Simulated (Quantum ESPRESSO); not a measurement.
Crystal: GaN.

```
Ga N
1.0
     0.00000    2.25350    2.25350
     2.25350    0.00000    2.25350
     2.25350    2.25350    0.00000
Ga N
1 1
Direct
  0.00000 0.00000 0.00000
  0.25000 0.25000 0.25000
```

The cell is a database's computed one.

Base run:

```yaml
Program: Quantum ESPRESSO 7.5
Functional: WC
Potentials_or_basis: GBRV 1.5 PBE
Cutoff: 762 eV
Density_cutoff: 6095 eV
k_mesh: 8 × 8 × 8, shifted
Occupations: fermi-dirac, width 0.05 eV
Spin: no spin polarisation
```

Its results: pressure 0.0 GPa; electronic dielectric tensor (diagonal) 6.05.

Question: The run is repeated on the same cell with these changes: functional from WC to LDA; potentials or basis from GBRV 1.5 PBE to GBRV 1.5 LDA. What comes out?

Answer: Pressure -5.8 GPa; electronic dielectric tensor (diagonal) 5.92.

Caveats: the potentials were made for another functional, which shifts forces and pressure (some runs); the cell is more than 3 GPa from zero pressure, which shifts response properties (some runs).
